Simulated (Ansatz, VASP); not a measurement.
Given: the input of a run of VASP 6.6.1 on Si2W.

INCAR

```
SYSTEM = Si2W
PREC = Accurate ; ENCUT = 520
EDIFF = 1E-7 ; ISMEAR = -1
SIGMA = 0.05 ; LREAL = .False.
LASPH = .True. ; NELM = 80
ALGO = Normal ; ISIF = 2
LWAVE = .False. ; LCHARG = .False.
GGA = PS ; NBANDS = 18
```

Contents of KPOINTS:

```
Automatic mesh
0
Gamma
  12 12 12
  0 0 0
```

The input POSCAR:

```
Si2W
1.0
   -1.5961151113      1.5961151113      3.8886743761
    1.5961151113     -1.5961151113      3.8886743761
    1.5961151113      1.5961151113     -3.8886743761
W Si
1 2
Direct
    0.0000000000      0.0000000000      0.0000000000
    0.6653000000      0.6653000000      0.0000000000
    0.3347000000      0.3347000000      0.0000000000
```

Potentials or basis: VASP PAW PBE potentials, release 64 (W_sv, Si).

Command:

```bash
$ cat potpaw_PBE.64/W_sv/POTCAR potpaw_PBE.64/Si/POTCAR > POTCAR
$ mpirun -np 1 vasp_std > vasp.out
```

Q: Set up the same calculation for Ansatz 0.2.0. Potentials there: Ansatz PAW.

A: As run (the cutoff follows the program's own potentials):

The input input.yaml:

```yaml
crystal:
  lattice:
    - [-1.5961151113, 1.5961151113, 3.8886743761]
    - [1.5961151113, -1.5961151113, 3.8886743761]
    - [1.5961151113, 1.5961151113, -3.8886743761]
  atoms:
    - { symbol: W, position: [0.0, 0.0, 0.0] }
    - { symbol: Si, position: [0.6653, 0.6653, 0.0] }
    - { symbol: Si, position: [0.3347, 0.3347, 0.0] }
hamiltonian:
  xc: pbesol
  pseudopotentials: { kind: paw }
kpoints:
  mp_grid: { grid: [12, 12, 12] }
scf:
  occupations: { method: fermi_dirac, width: 0.05 }
output:
  forces: true
  stress: true
  eigenvalues: true
```

Potentials or basis: Ansatz PAW.

Command:

```bash
$ ansatz run input.yaml --threads 1 --pin off --max-ram 3584MiB --backend cpu --events-out ev --progress --plain --runs-dir out
```

Both were run:

|  | VASP | Ansatz | Ansatz less VASP |
| --- | --- | --- | --- |
| gap on the k mesh at the Fermi level (eV) | none | none | - |
| pressure (GPa) | 3.2 | 2.8 | -0.37 |
| largest component of the traceless stress (GPa) | 0.81 | 0.84 | +0.034 |
| rms of the force components (eV/Å) | 0.039 | 0.036 | -0.0024 |

Atom by atom the forces differ by 0.002 eV/Å (rms over components). A gap of «none» marks a metal or a gap that the smearing closes.

Caveats: the PAW data sets were made with another functional, which shifts forces and pressure a little (VASP); the PAW data sets come from PBE, with cores solved anew for the run's functional, which leaves a small shift of forces and pressure (Ansatz). Spin-orbit coupling is left out, which matters for the levels of W.
